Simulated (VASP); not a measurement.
# TiO2 (Anatase) (I4_1/amd) in VASP: further runs, part 2 of 2

VASP 6.6.1. Earlier steps stand in the parts before.

**6. Single point, PBE**

INCAR reads:

```
SYSTEM = TiO2
ADDGRID = .FALSE.
ALGO = Normal
EDIFF = 1E-5
ENCUT = 460
GGA = PE
ISIF = 2
ISMEAR = 0
LASPH = .TRUE.
LCHARG = .FALSE.
LREAL = .FALSE.
LWAVE = .FALSE.
NELM = 100
PREC = Accurate
SIGMA = 0.05
```

KPOINTS reads:

```
k-points
0
G
  5 5 5
  0 0 0
```

POSCAR reads:

```
TiO2
1.0
   -1.8921000000      1.8921000000      4.7573000000
    1.8921000000     -1.8921000000      4.7573000000
    1.8921000000      1.8921000000     -4.7573000000
Ti O
2 4
Direct
    0.7500000000      0.2500000000      0.5000000000
    0.0000000000      0.0000000000      0.0000000000
    0.7919000000      0.7919000000      0.0000000000
    0.5419000000      0.0419000000      0.5000000000
    0.9581000000      0.4581000000      0.5000000000
    0.2081000000      0.2081000000      0.0000000000
```

Potentials or basis: VASP PAW PBE potentials, release 64 (Ti, O).

Command:

```
cat potpaw_PBE.64/Ti/POTCAR potpaw_PBE.64/O/POTCAR > POTCAR
mpirun -np 1 vasp_std > vasp.out
```

OUTCAR:

```text
SYSTEM = TiO2
   EDIFF = 1E-5
   ENCUT = 460
   GGA = PE
   ISIF = 2
   ISMEAR = 0
   LASPH = .TRUE.
   LREAL = .FALSE.
   NELM = 100
   PREC = Accurate

 Found     18 irreducible k-points:

 Following reciprocal coordinates:
            Coordinates               Weight
  0.000000  0.000000  0.000000      1.000000
  0.200000 -0.000000  0.000000      8.000000
  0.400000  0.000000  0.000000      8.000000
  0.200000  0.200000  0.000000      8.000000
  0.400000  0.200000  0.000000     16.000000
 -0.400000  0.200000 -0.000000     16.000000
   k-points           NKPTS =     18   k-points in BZ     NKDIM =     18   number of bands    NBANDS=     20
   number of dos      NEDOS =    301   number of ions     NIONS =      6
   total plane-waves  NPLWV =  64000
   dimension x,y,z NGX =    40 NGY =   40 NGZ =   40
   dimension x,y,z NGXF=    80 NGYF=   80 NGZF=   80
   ions per type =               2   4
   NGX,Y,Z   is equivalent  to a cutoff of  12.18, 12.18, 12.18 a.u.
   NGXF,Y,Z  is equivalent  to a cutoff of  24.37, 24.37, 24.37 a.u.
 SYSTEM =  TiO2
   PREC   = accura    normal or accurate (medium, high low for compatibility)
   ISTART =      0    job   : 0-new  1-cont  2-samecut
   ICHARG =      2    charge: 1-file 2-atom 10-const
   ISPIN  =      1    spin polarized calculation?
   LNONCOLLINEAR =      F non collinear calculations
   LSORBIT =      F    spin-orbit coupling
   LASPH  =      T    aspherical Exc in radial PAW
   ENCUT  =  460.0 eV  33.81 Ry    5.81 a.u.   9.55  9.55  9.55*2*pi/ulx,y,z
   NELM   =    100;   NELMIN=  2; NELMDL= -5     # of ELM steps
   EDIFF  = 0.1E-04   stopping-criterion for ELM
   LREAL  =      F    real-space projection
   EDIFFG = 0.1E-03   stopping-criterion for IOM
   NSW    =      0    number of steps for IOM
   IBRION =     -1    ionic relax: 0-MD 1-quasi-New 2-CG
   NFREE  =      0    steps in history (QN), initial steepest desc. (CG)
   ISIF   =      2    stress and relaxation
   ISYM   =      2    0-nonsym 1-usesym 2-fastsym
   POTIM  = 0.5000    time-step for ionic-motion
   TEBEG  =    0.0;   TEEND  =   0.0 temperature during run
   PSTRESS=    0.0 pullay stress
   NELECT =      32.0000    total number of electrons
   NUPDOWN=      -1.0000    fix difference up-down
   EMIN   =  10.00;   EMAX   =-10.00  energy-range for DOS
[... 5 lines left out ...]
     AMIX     =   0.40;   BMIX     =  1.00
     AMIX_MAG =   1.60;   BMIX_MAG =  1.00
  volume/ion in A,a.u.               =      11.35        76.62
  Fermi-wavevector in a.u.,A,eV,Ry     =   1.272590  2.404847 22.034444  1.619486
  Thomas-Fermi vector in A             =   2.405460
   LORBIT       =      0    0 simple, 1 ext, 2 COOP (PROOUT), +10 PAW based schemes
   GGA     = PE    functional components
   LHFCALC =     F    Hartree Fock is set to
   AEXX    =    0.0000 exact exchange contribution
   IVDW    =     0    specifies the selected vdW correction
   LEPSILON=     F    determine dielectric tensor
   LRPA    =     F    only Hartree local field effects (RPA)
 non-spin polarized calculation
 Gauss-broadening in eV      SIGMA  =   0.05
  energy-cutoff  :      460.00
  volume of cell :       68.13
 maximum number of plane-waves:      1547
 NGX is ok and might be reduce to    40
   NGX = 19   NGY = 19   NGZ = 19

 number of electron      31.9999996 magnetization

 Free energy of the ion-electron system (eV)
  ---------------------------------------------------
  ext. energy  EPLUGINS =         0.00000000
  ---------------------------------------------------
  free energy    TOTEN  =       -52.92744769 eV

  energy without entropy =      -52.92744769  energy(sigma->0) =      -52.92744769

 E-fermi :   0.9076     XC(G=0): -10.5257

 val. band max:        0.6895863601   @ k =  -0.4000   0.4000   0.0000
 cond. band min:       2.6426613296   @ k =   0.0000   0.0000   0.0000
 fundamental gap:      1.9530749695
 Fermi energy:         0.9076077242

 k-point     1 :       0.0000    0.0000    0.0000
  band No.  band energies     occupation
      1     -16.9984      2.00000
      2     -15.9501      2.00000
      3     -15.9372      2.00000
      4     -15.4716      2.00000
      5      -3.2722      2.00000
      6      -3.1563      2.00000
[... 12 lines left out ...]
     19       4.4733      0.00000
     20       4.4743      0.00000

 k-point     2 :       0.2000   -0.0000    0.0000
  band No.  band energies     occupation
      1     -16.8202      2.00000
      2     -15.8999      2.00000
      3     -15.8535      2.00000
      4     -15.4615      2.00000
      5      -3.6538      2.00000
      6      -3.2650      2.00000
[... 84 lines left out ...]
 k-point     6 :      -0.4000    0.2000   -0.0000
  band No.  band energies     occupation
      1     -16.3615      2.00000
      2     -15.6851      2.00000
      3     -15.6435      2.00000
      4     -15.4477      2.00000
      5      -3.9201      2.00000
      6      -3.5872      2.00000
[... 12 lines left out ...]
     19       4.0896      0.00000
     20       4.2688      0.00000

 [... further k-points ...]
[... 5 lines left out ...]
  --------------------------------------------------------------------------------------
  -------------------------------------------------------------------------------------
  Total        3.1824537      3.1824537      3.3801448      0.0000000      0.0000000      0.0000000
  in kB       74.8452048     74.8452048     79.4945186      0.0000000      0.0000000      0.0000000
  external PRESSURE =      76.3949761 kB  Pullay stress =       0.0000000 kB

 VOLUME and BASIS-vectors are now :
 -----------------------------------------------------------------------------
  energy-cutoff  :      460.00
  volume of cell :       68.13
      direct lattice vectors                 reciprocal lattice vectors
    -1.892100000  1.892100000  4.757300000     0.000000000  0.264256646  0.105101633
     1.892100000 -1.892100000  4.757300000     0.264256646  0.000000000  0.105101633
     1.892100000  1.892100000 -4.757300000     0.264256646  0.264256646  0.000000000

 POSITION                                       TOTAL-FORCE (eV/Angst)
 -----------------------------------------------------------------------------------
      0.00000      1.89210      2.37865         0.000000      0.000000     -0.000000
      0.00000      0.00000      0.00000         0.000000      0.000000     -0.000000
      0.00000      0.00000      7.53461         0.000000     -0.000000     -0.162793
      0.00000      1.89210      0.39866        -0.000000      0.000000     -0.162793
      0.00000      1.89210      4.35864        -0.000000      0.000000      0.162793
      0.00000      0.00000      1.97999         0.000000     -0.000000      0.162793
 -----------------------------------------------------------------------------------
    total drift:                                0.000000      0.000000     -0.000000

  FREE ENERGIE OF THE ION-ELECTRON SYSTEM (eV)
  ---------------------------------------------------
  free  energy   TOTEN  =       -52.9274476879 eV

  energy  without entropy=      -52.9274476879  energy(sigma->0) =      -52.92744769
```

Wall time 29 s (1 thread of Intel Xeon Platinum 8488C (Sapphire Rapids), shared host); peak memory 0.23 GiB.

The run converged, but some of its settings lie outside the range that counts as converged, so its numbers aren't taken as properties of the crystal.

What came out:

- Free energy: -52.9274 eV
- Pressure: 7.6 GPa
- Largest force: 0.163 eV/Å
- Band gap on the k mesh: 1.95 eV, indirect (least direct gap 2.28 eV)

Caveat: the k mesh is coarse (spacing up to 0.47 Å⁻¹), so the values aren't converged; the cutoff is under 1.25 times the usual one of these potentials, so pressure, stress and relaxed cells hold a basis-set (Pulay) error; an odd mesh through Γ misses points on the zone boundary, where band edges often lie.
